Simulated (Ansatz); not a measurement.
# Hf2N: tests of the settings

Aim, for Hf2N: see how the k-point mesh on the displaced cell moves the results.

Program: Ansatz 0.2.0. Level of theory: DFT r2SCAN, scalar-relativistic, plane waves, PAW. These are calculated values, not measurements.

4 further runs of the same task are left out: 3 that didn't finish, 1 set aside as unsound or not needed.

## 1. Starting point

It takes space group P4_2/mnm (No. 136, tetragonal). The conventional cell has a = 5.313 Å, b = 5.313 Å, c = 3.242 Å, α = 90.00°, β = 90.00°, γ = 90.00°. Hf (site symmetry m2m) is surrounded by 3 N at 2.22 to 2.23 Å. N (site symmetry mmm) has 6 Hf at 2.22 to 2.23 Å as nearest neighbours.

Structure file:

```xyz
6
Lattice="5.3131 0.0000 0.0000 0.0000 5.3131 0.0000 0.0000 0.0000 3.2421" Properties=species:S:1:pos:R:3 pbc="T T T"
Hf    1.5702    1.5702    0.0000
Hf    3.7429    3.7429    0.0000
Hf    4.2268    1.0863    1.6210
Hf    1.0863    4.2268    1.6210
N     0.0000    0.0000    0.0000
N     2.6566    2.6566    1.6210
```

The structure comes from the Materials Project (structure only); it is used as listed.

## 2. The base input

The input, input.yaml:

```yaml
crystal:
  lattice:
    - [5.31312402, 0.0, 0.0]
    - [0.0, 5.31312402, 0.0]
    - [0.0, 0.0, 3.24209839]
  atoms:
    - { symbol: Hf, position: [0.29553637, 0.29553637, 0.0] }
    - { symbol: Hf, position: [0.70446363, 0.70446363, 0.0] }
    - { symbol: Hf, position: [0.79553637, 0.20446363, 0.5] }
    - { symbol: Hf, position: [0.20446363, 0.79553637, 0.5] }
    - { symbol: "N", position: [0.0, 0.0, 0.0] }
    - { symbol: "N", position: [0.5, 0.5, 0.5] }
basis:
  ecutwfc: 500
kpoints:
  mp_grid: { grid: [8, 8, 12] }
hamiltonian:
  xc: r2scan
scf:
  occupations: { method: gaussian, width: 0.1 }
output:
  forces: true
  stress: true
  eigenvalues: true
  populations: true
```

Its results, from an earlier run: -10618.3268 eV/atom at zero smearing, pressure 1.44 GPa, largest force 0.017 eV/Å, no gap on the mesh, in 8 SCF cycles and 2.4 min.

The runs on the displaced cell use a copy made earlier, with the atoms moved and the axes strained (about 1 %) at random, so that forces and shear stress do not vanish.

## 3. K-point mesh on the displaced cell: 1×1×1

The input, input.yaml:

```yaml
crystal:
  lattice:
    - [5.3693977654, 0.0676091837, -0.0100803791]
    - [0.0676091837, 5.3410076941, -0.0219378807]
    - [-0.0061511044, -0.0133866191, 3.2797232594]
  atoms:
    - { symbol: Hf, position: [0.3051421287, 0.3155232424, 0.002289441] }
    - { symbol: Hf, position: [0.7149827838, 0.7047324257, -0.0067798012] }
    - { symbol: Hf, position: [0.7914297399, 0.2086445349, 0.4845145773] }
    - { symbol: Hf, position: [0.2056250317, 0.802480848, 0.5019572923] }
    - { symbol: "N", position: [0.002583613, 0.0049123148, -0.0173675411] }
    - { symbol: "N", position: [0.5018637063, 0.5025965176, 0.5211968231] }
basis:
  ecutwfc: 500
kpoints:
  mp_grid: { grid: [1, 1, 1] }
hamiltonian:
  xc: r2scan
scf:
  occupations: { method: gaussian, width: 0.1 }
output:
  forces: true
  stress: true
  eigenvalues: true
```

Launch:

```
> ansatz run input.yaml --threads 1 --pin off --max-ram 2560MiB --backend cpu --events-out ev --progress --plain --runs-dir out
```

The log of the run, cut to the lines that bear on the results:

```text
Warning: RAYON_NUM_THREADS=1 ignored (pool sized by the plan → 1); use --threads N
[...]
Pseudopotentials: kind: paw
Pseudopotential: Hf, paw, valence charge 26, recommended cutoff 500 eV (meta_gga), Hf.paw.azcp
Pseudopotential: N, paw, valence charge 5, recommended cutoff 500 eV (meta_gga), N.paw.azcp
Functional definition: r2SCAN
[...]
Crystal: 6 atoms, lattice volume = 94.039 Å³
Basis set: ecut = 500 eV, 2383 PW (Γ), exchange–correlation on 160×160×96 points (64 copies of the dense FFT grid, shifted against one another)
Bands: 69, of which v1, the nominal top of the filled ones, is band 57 counted from 1 (56 counted from 0)
Symmetry: 1 space group operations
Space group: P1 (ITA 1), of the structure as read, at distance tolerance 4.5e-5 Å
k-points: 1
[...]
SCF iter   1: F=—  HF=-63705.689252 eV  |F-HF|=—  |Δ(HF+E_count)|=         —  Δρ=4.43e-2  dr2=1.49e0  dr2_τ=5.14e-1  ethr=1.77e-3  ⟨swp⟩=5.0  Hψ=203  notcnv=0
[...]
SCF iter  14: F=-63706.086772 eV  HF=-63706.086772 eV  |F-HF|=5.01e-8  |Δ(HF+E_count)|=   1.84e-8  Δρ=4.63e-6  dr2=2.25e-8  dr2_τ=1.96e-9  ethr=8.77e-11  ⟨swp⟩=5.0  Hψ=268  notcnv=0
[...]
SCF converged after 14 iterations
Free energy (F): -63706.086772 eV
[...]
E sigma→0 (E₀):  -63706.061644 eV
Entropy (-TS):   -0.050257 eV (-8.376 meV/atom)
Fermi energy:    21.664503 eV
[...]
--- Forces (eV/Å), atoms counted from 1 ---
  atom   1  Hf    -1.22682490     1.23671214     0.79611133
  atom   2  Hf     0.48905872     0.51689654    -0.55825073
  atom   3  Hf    -0.86382374     0.24625566    -0.29770822
  atom   4  Hf     0.23772138     1.82016980     0.65622539
  atom   5  N      2.07174501    -1.08570428     0.46688239
  atom   6  N     -0.70791779    -2.73436464    -1.06320168
[...]
--- Stress (GPa, compression-positive) ---
       27.324387       0.878271      -0.229103
        0.878266      -1.161127       0.376143
       -0.229100       0.376138      -4.468033
  P = ⅓ Tr σ = 7.2317 GPa (72.317 kbar)
--- Band table (eV) ---
[...]
```

Wall time 14 s (1 thread of Intel Xeon at 2.50GHz (Skylake/Cascade Lake), shared host); peak memory 0.48 GiB.

Result: -10617.6769 eV/atom at zero smearing, pressure 7.23 GPa, largest force 3.018 eV/Å and a gap of 0.18 eV on the mesh.

## 4. K-point mesh on the displaced cell set to 1×1×2

input.yaml: that of step 3 with these lines changed.

```diff
@@ -15,3 +15,3 @@
 kpoints:
-  mp_grid: { grid: [1, 1, 1] }
+  mp_grid: { grid: [1, 1, 2] }
 hamiltonian:
```

Launch:

```
> ansatz run input.yaml --threads 1 --pin off --max-ram 2560MiB --backend cpu --events-out ev --progress --plain --runs-dir out
```

The log of the run, cut to the lines that bear on the results:

```text
Warning: RAYON_NUM_THREADS=1 ignored (pool sized by the plan → 1); use --threads N
[...]
[... 4 set-up lines as earlier in the session ...]
[...]
Crystal: 6 atoms, lattice volume = 94.039 Å³
Basis set: ecut = 500 eV, 2383 PW (Γ), exchange–correlation on 160×160×96 points (64 copies of the dense FFT grid, shifted against one another)
Bands: 69, of which v1, the nominal top of the filled ones, is band 57 counted from 1 (56 counted from 0)
[... 2 set-up lines as earlier in the session ...]
k-points: 2
[...]
SCF iter   1: F=—  HF=-63709.729472 eV  |F-HF|=—  |Δ(HF+E_count)|=         —  Δρ=2.28e-2  dr2=5.23e-1  dr2_τ=3.83e-1  ethr=1.77e-3  ⟨swp⟩=5.0  Hψ=401  notcnv=0  defer=2
[...]
SCF iter  11: F=-63709.808762 eV  HF=-63709.808762 eV  |F-HF|=9.57e-8  |Δ(HF+E_count)|=   2.22e-8  Δρ=5.08e-6  dr2=2.46e-8  dr2_τ=4.25e-9  ethr=8.77e-11  ⟨swp⟩=5.0  Hψ=571  notcnv=0
[...]
SCF converged after 11 iterations
Free energy (F): -63709.808762 eV
[...]
E sigma→0 (E₀):  -63709.789184 eV
Entropy (-TS):   -0.039156 eV (-6.526 meV/atom)
Fermi energy:    21.467145 eV
[...]
--- Forces (eV/Å), atoms counted from 1 ---
  atom   1  Hf    -0.04636596     0.13458846     0.39791193
  atom   2  Hf    -0.83359364    -0.56155854     0.27696851
  atom   3  Hf     1.04422857    -1.52943953     0.41284906
  atom   4  Hf    -1.00238988     1.53043543    -0.03012100
  atom   5  N      1.69512959     0.54051039     0.18006441
  atom   6  N     -0.85701560    -0.11456992    -1.23770888
[...]
--- Stress (GPa, compression-positive) ---
        6.048577      -2.612803       0.001834
       -2.612803       2.685485       1.197884
        0.001834       1.197884      -8.983924
  P = ⅓ Tr σ = -0.0833 GPa (-0.833 kbar)
--- Band table (eV) ---
[...]
```

It took 15 s on 1 thread of Intel Xeon at 2.50GHz (Skylake/Cascade Lake), shared host; peak memory 0.51 GiB.

Result: -10618.2982 eV/atom at zero smearing, pressure -0.08 GPa, largest force 1.897 eV/Å and no gap on the mesh.

## 5. K-point mesh on the displaced cell set to 2×2×4

input.yaml: that of step 4 with these lines changed.

```diff
@@ -15,3 +15,3 @@
 kpoints:
-  mp_grid: { grid: [1, 1, 2] }
+  mp_grid: { grid: [2, 2, 4] }
 hamiltonian:
```

Launch:

```
> ansatz run input.yaml --threads 1 --pin off --max-ram 2560MiB --backend cpu --events-out ev --progress --plain --runs-dir out
```

The log of the run, cut to the lines that bear on the results:

```text
Warning: RAYON_NUM_THREADS=1 ignored (pool sized by the plan → 1); use --threads N
[...]
[... 4 set-up lines as earlier in the session ...]
[...]
Crystal: 6 atoms, lattice volume = 94.039 Å³
Basis set: ecut = 500 eV, 2383 PW (Γ), exchange–correlation on 160×160×96 points (64 copies of the dense FFT grid, shifted against one another)
Bands: 69, of which v1, the nominal top of the filled ones, is band 57 counted from 1 (56 counted from 0)
[... 2 set-up lines as earlier in the session ...]
k-points: 12 of 16 (time reversal used)
[...]
SCF iter   1: F=—  HF=-63709.770577 eV  |F-HF|=—  |Δ(HF+E_count)|=         —  Δρ=1.33e-2  dr2=1.41e-1  dr2_τ=3.25e-1  ethr=1.77e-3  ⟨swp⟩=4.4  Hψ=2424  notcnv=0  defer=18
[...]
SCF iter   9: F=-63709.886882 eV  HF=-63709.886882 eV  |F-HF|=4.05e-8  |Δ(HF+E_count)|=   6.54e-8  Δρ=7.35e-6  dr2=5.74e-8  dr2_τ=6.19e-9  ethr=8.77e-11  ⟨swp⟩=9.6  Hψ=3301  notcnv=0
[...]
SCF converged after 9 iterations
Free energy (F): -63709.886882 eV
[...]
E sigma→0 (E₀):  -63709.877816 eV
Entropy (-TS):   -0.018131 eV (-3.022 meV/atom)
Fermi energy:    20.493484 eV
[...]
--- Forces (eV/Å), atoms counted from 1 ---
  atom   1  Hf    -1.06756499    -0.99689416     0.15671149
  atom   2  Hf     0.23382899     0.53213472     0.30354911
  atom   3  Hf     0.57494026    -0.50788507     0.37700912
  atom   4  Hf     0.09335833     0.21857275    -0.22827421
  atom   5  N      0.30365460     0.44454302     0.54455155
  atom   6  N     -0.13819503     0.30954853    -1.15355607
[...]
--- Stress (GPa, compression-positive) ---
       -4.396425      -3.031197       0.335980
       -3.031197      -1.838076       1.038102
        0.335980       1.038102      -2.847283
  P = ⅓ Tr σ = -3.0273 GPa (-30.273 kbar)
--- Band table (eV; the first three rows and the last of 12) ---
[...]
```

It took 24 s on 1 thread of Intel Xeon at 2.50GHz (Skylake/Cascade Lake), shared host; peak memory 0.53 GiB.

Read-out: -10618.3130 eV/atom at zero smearing, pressure -3.03 GPa, largest force 1.469 eV/Å and no gap on the mesh.

## 6. K-point mesh on the displaced cell set to 4×4×6

input.yaml: that of step 5 with these lines changed.

```diff
@@ -15,3 +15,3 @@
 kpoints:
-  mp_grid: { grid: [2, 2, 4] }
+  mp_grid: { grid: [4, 4, 6] }
 hamiltonian:
```

Launch:

```
> ansatz run input.yaml --threads 1 --pin off --max-ram 2560MiB --backend cpu --events-out ev --progress --plain --runs-dir out
```

The log of the run, cut to the lines that bear on the results:

```text
Warning: RAYON_NUM_THREADS=1 ignored (pool sized by the plan → 1); use --threads N
[...]
[... 4 set-up lines as earlier in the session ...]
[...]
Crystal: 6 atoms, lattice volume = 94.039 Å³
Basis set: ecut = 500 eV, 2383 PW (Γ), exchange–correlation on 160×160×96 points (64 copies of the dense FFT grid, shifted against one another)
Bands: 69, of which v1, the nominal top of the filled ones, is band 57 counted from 1 (56 counted from 0)
[... 2 set-up lines as earlier in the session ...]
k-points: 52 of 96 (time reversal used)
[...]
SCF iter   1: F=—  HF=-63709.657923 eV  |F-HF|=—  |Δ(HF+E_count)|=         —  Δρ=1.32e-2  dr2=1.42e-1  dr2_τ=3.29e-1  ethr=1.77e-3  ⟨swp⟩=4.4  Hψ=10435  notcnv=0  defer=76
[...]
SCF iter  10: F=-63709.771761 eV  HF=-63709.771761 eV  |F-HF|=1.55e-8  |Δ(HF+E_count)|=   2.40e-9  Δρ=3.80e-6  dr2=1.45e-8  dr2_τ=2.32e-9  ethr=8.77e-11  ⟨swp⟩=9.0  Hψ=15004  notcnv=0
[...]
SCF converged after 10 iterations
Free energy (F): -63709.771761 eV
[...]
E sigma→0 (E₀):  -63709.764975 eV
Entropy (-TS):   -0.013571 eV (-2.262 meV/atom)
Fermi energy:    20.423641 eV
[...]
--- Forces (eV/Å), atoms counted from 1 ---
  atom   1  Hf    -1.02994928    -1.09023812     0.11150732
  atom   2  Hf    -0.12549052     0.37620374     0.32956003
  atom   3  Hf     0.68277293    -0.39739450     0.40206185
  atom   4  Hf     0.29189052     0.36373484    -0.23383782
  atom   5  N      0.19026726     0.32026002     0.52420833
  atom   6  N     -0.00950485     0.42744339    -1.13352898
[...]
--- Stress (GPa, compression-positive) ---
       -3.164793      -3.504871       0.265071
       -3.504871      -0.974406       1.042649
        0.265071       1.042649      -4.350635
  P = ⅓ Tr σ = -2.8299 GPa (-28.299 kbar)
--- Band table (eV; the first three rows and the last of 52) ---
[...]
```

Wall time 1.8 min (1 thread of Intel Xeon at 2.50GHz (Skylake/Cascade Lake), shared host); peak memory 0.68 GiB.

Read-out: -10618.2942 eV/atom at zero smearing, pressure -2.83 GPa, largest force 1.504 eV/Å and no gap on the mesh.

## 7. Summary: the k-point mesh on the displaced cell

ΔE: energy per atom at zero smearing, less that of the run at 6×6×8. Pressure is positive in compression.

```tsv
mesh	ΔE (meV/atom)	pressure (GPa)	largest change of a force component (eV/Å)	gap on the mesh (eV)	irreducible points	SCF cycles	CPU time
1×1×1	613	7.23	3.110	0.181	1	14	14 s
1×1×2	-8.23	-0.08	1.472	none	2	11	15 s
2×2×4	-23.0	-3.03	0.319	none	12	9	24 s
4×4×6	-4.19	-2.83	0.116	none	52	10	1.8 min
6×6×8	0.00	-2.80	0.000	none	148	10	5.1 min
```

Times: CPU seconds on a shared machine, a rough guide.

## 8. Summary of results

| quantity | value |
| --- | --- |
| k-point mesh on the displaced cell: within 10 and 1 meV/atom of 6×6×8 from | 4×4×6 for 10; none of the others for 1 |

What this shows: The last step in the k-point mesh on the displaced cell still changes the energy by 4.19 meV/atom: the series is not settled to 1 meV/atom. The gaps on the coarsest meshes are artefacts of sampling: the crystal is a metal on the dense ones. The error changes sign along the series, since a k mesh isn't variational, and a metal needs dense meshes to resolve its Fermi surface. Forces come within 0.01 eV/Å only at the reference itself. These runs have no spin-orbit coupling; with Hf it would split and shift bands.
